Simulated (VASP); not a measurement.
# BP (F-43m) in VASP: a series of runs, part 2 of 2

VASP 6.6.1. Earlier steps stand in the parts before.

## Step 3: Single point, PBEsol

Contents of INCAR:

```
  PREC = Accurate
  ENCUT = 520
  EDIFF = 1E-6
  ISMEAR = 0
  SIGMA = 0.02
  LREAL = F
  LASPH = T
  NELM = 60
  ALGO = Normal
  ISIF = 2
  LWAVE = F
  LCHARG = F
  GGA = PS
```

Contents of KPOINTS:

```
regular mesh
0
Gamma
  16 16 16
```

Contents of POSCAR:

```
BP
1.0
    0.0000000000      2.2605400000      2.2605400000
    2.2605400000      0.0000000000      2.2605400000
    2.2605400000      2.2605400000      0.0000000000
B P
1 1
Direct
    0.0000000000      0.0000000000      0.0000000000
    0.7500000000      0.7500000000      0.7500000000
```

Potentials or basis: VASP PAW PBE potentials, release 64 (B, P).

Launch:

```console
cat potpaw_PBE.64/B/POTCAR potpaw_PBE.64/P/POTCAR > POTCAR
mpirun -np 1 vasp_std > vasp.out
```

OUTCAR:

```text
PREC = Accurate
   ENCUT = 520
   EDIFF = 1E-6
   ISMEAR = 0
   LREAL = F
   LASPH = T
   NELM = 60
   ISIF = 2
   GGA = PS

 ion  position               nearest neighbor table
   1  0.000  0.000  0.000-   2 1.96   2 1.96   2 1.96   2 1.96
   2  0.750  0.750  0.750-   1 1.96   1 1.96   1 1.96   1 1.96

  LATTYP: Found a face centered cubic cell.
 ALAT       =     4.5210800000

  Lattice vectors:

 A1 = (   0.0000000000,   2.2605400000,   2.2605400000)
 A2 = (   2.2605400000,   0.0000000000,   2.2605400000)
 A3 = (   2.2605400000,   2.2605400000,   0.0000000000)

Analysis of symmetry for initial positions (statically):
=====================================================================
 Subroutine PRICEL returns:
 Original cell was already a primitive cell.

 Routine SETGRP: Setting up the symmetry group for a
 face centered cubic supercell.

 Subroutine GETGRP returns: Found 24 space group operations
 (whereof 24 operations were pure point group operations)
 out of a pool of 48 trial point group operations.

The static configuration has the point symmetry T_d .

Analysis of symmetry for dynamics (positions and initial velocities):
=====================================================================
 Subroutine PRICEL returns:
 Original cell was already a primitive cell.

 Routine SETGRP: Setting up the symmetry group for a
 face centered cubic supercell.

 Subroutine GETGRP returns: Found 24 space group operations
 (whereof 24 operations were pure point group operations)
 out of a pool of 48 trial point group operations.

The dynamic configuration has the point symmetry T_d .

 Subroutine INISYM returns: Found 24 space group operations
 (whereof 24 operations are pure point group operations),
 and found     1 'primitive' translations

----------------------------------------------------------------------------------------

                                     Primitive cell

  volume of cell :      23.1029

[... 107 lines left out ...]
     AMIX     =   0.40;   BMIX     =  1.00
     AMIX_MAG =   1.60;   BMIX_MAG =  1.00
  volume/ion in A,a.u.               =      11.55        77.95
  Fermi-wavevector in a.u.,A,eV,Ry     =   1.149607  2.172442 17.981400  1.321596
  Thomas-Fermi vector in A             =   2.286275
   LORBIT       =      0    0 simple, 1 ext, 2 COOP (PROOUT), +10 PAW based schemes
   GGA     = PS    functional components
   LHFCALC =     F    Hartree Fock is set to
   AEXX    =    0.0000 exact exchange contribution
   IVDW    =     0    specifies the selected vdW correction
   LEPSILON=     F    determine dielectric tensor
   LRPA    =     F    only Hartree local field effects (RPA)
 non-spin polarized calculation
 Gauss-broadening in eV      SIGMA  =   0.02
  energy-cutoff  :      520.00
  volume of cell :       23.10
 maximum number of plane-waves:       636
   NGX = 11   NGY = 11   NGZ = 11

 number of electron       8.0000001 magnetization

 Free energy of the ion-electron system (eV)
  ---------------------------------------------------
  ext. energy  EPLUGINS =         0.00000000
  ---------------------------------------------------
  free energy    TOTEN  =       -13.67398180 eV

  energy without entropy =      -13.67398180  energy(sigma->0) =      -13.67398180

 E-fermi :   7.6807     XC(G=0): -11.0931

 val. band max:        7.5382459755   @ k =   0.0000   0.0000   0.0000
 cond. band min:       8.6584391991   @ k =   0.4375   0.4375   0.0000
 fundamental gap:      1.1201932236
 Fermi energy:         7.6806832185

 k-point     1 :       0.0000    0.0000    0.0000
  band No.  band energies     occupation
      1      -8.0602      2.00000
      2       7.5382      2.00000
      3       7.5382      2.00000
      4       7.5382      2.00000
      5      10.9119      0.00000
      6      10.9119      0.00000
      7      10.9119      0.00000
      8      15.0512      0.00000
[... 243 lines left out ...]
 k-point    24 :      -0.0625    0.0625    0.0000
  band No.  band energies     occupation
      1      -7.8701      2.00000
      2       6.4025      2.00000
      3       6.7552      2.00000
      4       7.4415      2.00000
      5      11.1004      0.00000
      6      11.3257      0.00000
      7      11.6776      0.00000
      8      15.5281      0.00000

 [... further k-points ...]
[... 5 lines left out ...]
  --------------------------------------------------------------------------------------
  -------------------------------------------------------------------------------------
  Total       -0.0004071     -0.0004071     -0.0004071      0.0000000      0.0000000     -0.0000000
  in kB       -0.0282290     -0.0282290     -0.0282290      0.0000000      0.0000000     -0.0000000
  external PRESSURE =      -0.0282290 kB  Pullay stress =       0.0000000 kB

 VOLUME and BASIS-vectors are now :
 -----------------------------------------------------------------------------
  energy-cutoff  :      520.00
  volume of cell :       23.10
      direct lattice vectors                 reciprocal lattice vectors
     0.000000000  2.260540000  2.260540000    -0.221186088  0.221186088  0.221186088
     2.260540000  0.000000000  2.260540000     0.221186088 -0.221186088  0.221186088
     2.260540000  2.260540000  0.000000000     0.221186088  0.221186088 -0.221186088

 POSITION                                       TOTAL-FORCE (eV/Angst)
 -----------------------------------------------------------------------------------
      0.00000      0.00000      0.00000         0.000000     -0.000000      0.000000
      3.39081      3.39081      3.39081        -0.000000      0.000000     -0.000000
 -----------------------------------------------------------------------------------
    total drift:                               -0.000000     -0.000000     -0.000000

  FREE ENERGIE OF THE ION-ELECTRON SYSTEM (eV)
  ---------------------------------------------------
  free  energy   TOTEN  =       -13.6739817976 eV

  energy  without entropy=      -13.6739817976  energy(sigma->0) =      -13.67398180
```

OSZICAR:

```text
N       E                     dE             d eps       ncg     rms          rms(c)
DAV:   1     0.976243835852E+01    0.97624E+01   -0.42710E+03  2328   0.911E+02
DAV:   2    -0.141506995547E+02   -0.23913E+02   -0.23175E+02  3624   0.113E+02
DAV:   3    -0.144054570122E+02   -0.25476E+00   -0.25476E+00  2736   0.154E+01
DAV:   4    -0.144060353323E+02   -0.57832E-03   -0.57832E-03  3720   0.737E-01
DAV:   5    -0.144060356071E+02   -0.27482E-06   -0.27482E-06  2832   0.133E-02    0.713E+00
DAV:   6    -0.137859709585E+02    0.62006E+00   -0.15683E+00  2496   0.676E+00    0.386E+00
DAV:   7    -0.136835254363E+02    0.10245E+00   -0.28038E-01  3544   0.318E+00    0.120E+00
DAV:   8    -0.136738068593E+02    0.97186E-02   -0.27757E-02  2488   0.113E+00    0.193E-01
DAV:   9    -0.136739207456E+02   -0.11389E-03   -0.49171E-04  3544   0.206E-01    0.103E-01
DAV:  10    -0.136739774643E+02   -0.56719E-04   -0.12399E-04  2552   0.824E-02    0.208E-02
DAV:  11    -0.136739815020E+02   -0.40378E-05   -0.39939E-06  3520   0.184E-02    0.247E-02
DAV:  12    -0.136739817976E+02   -0.29559E-06   -0.13549E-06  1320   0.718E-03
   1 F= -.13673982E+02 E0= -.13673982E+02  d E =-.775094E-27
```

Run time: 28 s. Hardware: 1 thread of Intel Xeon Platinum 8375C at 2.90GHz (Ice Lake), shared host; peak memory 0.15 GiB.

Results:

```
Free energy            : -13.6740 eV
Pressure               : 0.0 GPa
Band gap on the k mesh : 1.12 eV, indirect (least direct gap 3.37 eV)
```

Levels at points of the mesh, in eV from the valence-band top:
| k point | band 2 | band 3 | band 4 | band 5 | band 6 | band 7 |
| --- | --- | --- | --- | --- | --- | --- |
| (0.00, 0.00, 0.00) | 0.00 | 0.00 | 0.00 | 3.37 | 3.37 | 3.37 |
| (0.50, 0.00, 0.00) | -9.18 | -1.78 | -1.78 | 3.80 | 4.66 | 4.66 |
| (0.50, 0.50, 0.00) | -8.66 | -4.19 | -4.19 | 1.20 | 1.51 | 12.20 |

Caveat: the PAW data sets were made with another functional, which shifts forces and pressure a little. A k mesh can miss the band edges.

## Step 4: Single point, PBEsol

INCAR, as its differences from that of step 3:

```diff
@@ -4,3 +4,3 @@
   ISMEAR = 0
-  SIGMA = 0.02
+  SIGMA = 0.5
   LREAL = F
```

Contents of KPOINTS:

```
regular mesh
0
Gamma
  10 10 10
```

POSCAR is that of step 3.

Launch:

```console
cat potpaw_PBE.64/B/POTCAR potpaw_PBE.64/P/POTCAR > POTCAR
mpirun -np 1 vasp_std > vasp.out
```

It took 11 s on 1 thread of Intel Xeon Platinum 8375C at 2.90GHz (Ice Lake), shared host; peak memory 0.13 GiB.

Results (log left out):

| Property | Result |
| --- | --- |
| Free energy | -13.6739 eV |
| Pressure | 0.0 GPa |
| Band gap on the k mesh | 1.12 eV, indirect (least direct gap 3.37 eV) |

Levels at points of the mesh, in eV from the valence-band top:
```
           k point  band 1  band 2  band 3  band 4  band 5  band 6  band 7  band 8
(0.00, 0.00, 0.00)  -15.60    0.00    0.00    0.00    3.37    3.37    3.37    7.51
(0.50, 0.00, 0.00)  -12.21   -9.18   -1.78   -1.78    3.80    4.66    4.66    9.97
(0.50, 0.50, 0.00)  -10.66   -8.66   -4.19   -4.19    1.20    1.51   12.20   12.20
```

Caveat: the PAW data sets were made with another functional, which shifts forces and pressure a little.

## Step 5: Single point, PBEsol

INCAR, as its differences from that of step 4:

```diff
@@ -1,6 +1,6 @@
   PREC = Accurate
-  ENCUT = 520
+  ENCUT = 900
   EDIFF = 1E-6
   ISMEAR = 0
-  SIGMA = 0.5
+  SIGMA = 0.02
   LREAL = F
```

KPOINTS is that of step 4.

POSCAR is that of step 4.

Potentials or basis: VASP PAW PBE potentials, release 64 (B_h, P_h).

Launch:

```console
cat potpaw_PBE.64/B_h/POTCAR potpaw_PBE.64/P_h/POTCAR > POTCAR
mpirun -np 1 vasp_std > vasp.out
```

Wall time 22 s (1 thread of Intel Xeon Platinum 8375C at 2.90GHz (Ice Lake), shared host); peak memory 0.17 GiB.

The run converged. Its results:

```yaml
Free_energy: -13.6837 eV
Pressure: -0.1 GPa
Band_gap_on_the_k_mesh: 1.12 eV, indirect (least direct gap 3.38 eV)
```

Levels at points of the mesh, in eV from the valence-band top:
| k point | band 1 | band 2 | band 3 | band 4 | band 5 | band 6 | band 7 | band 8 |
| --- | --- | --- | --- | --- | --- | --- | --- | --- |
| (0.00, 0.00, 0.00) | -15.59 | 0.00 | 0.00 | 0.00 | 3.38 | 3.38 | 3.38 | 7.52 |
| (0.50, 0.00, 0.00) | -12.20 | -9.17 | -1.78 | -1.78 | 3.80 | 4.65 | 4.65 | 9.97 |
| (0.50, 0.50, 0.00) | -10.66 | -8.65 | -4.18 | -4.18 | 1.21 | 1.51 | 12.17 | 12.17 |

Caveat: the PAW data sets were made with another functional, which shifts forces and pressure a little. A k mesh can miss the band edges.

## Step 6: Single point, r2SCAN

Contents of INCAR:

```
  PREC = Accurate
  ENCUT = 520
  EDIFF = 1E-6
  ISMEAR = 0
  SIGMA = 0.02
  LREAL = F
  LASPH = T
  NELM = 60
  ALGO = Normal
  ISIF = 2
  LWAVE = F
  LCHARG = F
  METAGGA = R2SCAN
  LMIXTAU = T
```

KPOINTS is that of step 5.

POSCAR is that of step 5.

Potentials or basis: VASP PAW PBE potentials, release 64 (B, P).

Launch:

```console
cat potpaw_PBE.64/B/POTCAR potpaw_PBE.64/P/POTCAR > POTCAR
mpirun -np 1 vasp_std > vasp.out
```

It took 36 s on 1 thread of Intel Xeon Platinum 8375C at 2.90GHz (Ice Lake), shared host; peak memory 0.13 GiB.

Results (log left out):

```yaml
Free_energy: -17.3106 eV
Pressure: 1.3 GPa
Band_gap_on_the_k_mesh: 1.43 eV, indirect (least direct gap 3.66 eV)
```

Levels at points of the mesh, in eV from the valence-band top:
| k point | band 2 | band 3 | band 4 | band 5 | band 6 | band 7 |
| --- | --- | --- | --- | --- | --- | --- |
| (0.00, 0.00, 0.00) | 0.00 | 0.00 | 0.00 | 3.66 | 3.66 | 3.66 |
| (0.50, 0.00, 0.00) | -9.58 | -1.88 | -1.88 | 4.21 | 5.04 | 5.04 |
| (0.50, 0.50, 0.00) | -9.19 | -4.39 | -4.39 | 1.52 | 1.90 | 13.17 |

Caveat: the PAW data sets were made with another functional, which shifts forces and pressure a little. r2SCAN opens gaps a little over a GGA but as a rule still falls short of measured ones.

## Step 7: Overview

```csv
level,potentials or basis,k mesh,cutoff (eV),smearing,gap on the mesh (eV),pressure (GPa)
PBEsol,"VASP PAW PBE potentials, release 64 (B, P)",10 × 10 × 10,700,gaussian 0.02 eV,1.12,0.0
PBEsol,"VASP PAW PBE potentials, release 64 (B, P)",16 × 16 × 16,520,gaussian 0.02 eV,1.12,0.0
PBEsol,"VASP PAW PBE potentials, release 64 (B, P)",10 × 10 × 10,520,gaussian 0.5 eV,1.12,0.0
PBEsol,"VASP PAW PBE potentials, release 64 (B_h, P_h)",10 × 10 × 10,900,gaussian 0.02 eV,1.12,-0.1
r2SCAN,"VASP PAW PBE potentials, release 64 (B, P)",10 × 10 × 10,520,gaussian 0.02 eV,1.43,1.3
```

Alike in all rows: task single point; no spin polarisation; cell as given.

Caveats: the PAW data sets were made with another functional, which shifts forces and pressure a little.

Absolute energies hang on the potentials; compare differences alone.
